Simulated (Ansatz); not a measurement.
Set up this calculation in Ansatz 0.2.0, as the native input.

```
Task                : band structure
Functional          : PBE
Potentials or basis : all-electron LAPW, relativistic spinors
Cutoff              : 303 eV (chosen from the basis error)
Basis error allowed : 0.001 eV/atom
k mesh              : 7 × 7 × 7
Occupations         : fermi-dirac, width 0.05 eV
Spin                : spin-orbit coupling, no magnetisation
```

Crystal: HfC.

```
Hf C
1.0
     0.00000    2.32500    2.32500
     2.32500    0.00000    2.32500
     2.32500    2.32500    0.00000
Hf C
1 1
Cartesian
  2.3250 2.3250 2.3250
  0.0000 0.0000 0.0000
```

The input as run:

input.yaml

```yaml
crystal:
  lattice:
    - [0.0, 2.325, 2.325]
    - [2.325, 0.0, 2.325]
    - [2.325, 2.325, 0.0]
  atoms:
    - { symbol: Hf, position: [0.5, 0.5, 0.5] }
    - { symbol: C, position: [0.0, 0.0, 0.0] }
kpoints:
  mp_grid: { grid: [7, 7, 7] }
  band_path:
    path:
      - [0.0, 0.0, 0.0]
      - [0.5, 0.0, 0.5]
      - [0.5, 0.25, 0.75]
      - [0.375, 0.375, 0.75]
      - [0.0, 0.0, 0.0]
      - [0.5, 0.5, 0.5]
      - [0.625, 0.25, 0.625]
      - [0.5, 0.25, 0.75]
    npoints: 10
scf:
  occupations: { method: fermi_dirac, width: 0.05 }
hamiltonian:
  xc: pbe
  pseudopotentials: { kind: all_electron, lapw: { basis_error: 0.001 } }
magnetization:
  noncollinear: true
  spin_orbit: true
output:
  forces: true
  stress: true
  eigenvalues: true
```

Potentials or basis: all-electron LAPW, relativistic spinors.

Run with:

```sh
$ ansatz run input.yaml --threads 1 --pin off --max-ram 3072MiB --backend cpu --events-out ev --progress --plain --runs-dir out
```

Results of the run:

The pressure is -0.3 GPa. The band gap along the path is none (metal or under the smearing width).

Caveat: the k mesh is thin for a metal, which can move the energy by tens of meV per atom.

It took 63 s on 1 thread of Arm Neoverse V2, with other jobs on the host, peak memory 0.45 GiB.
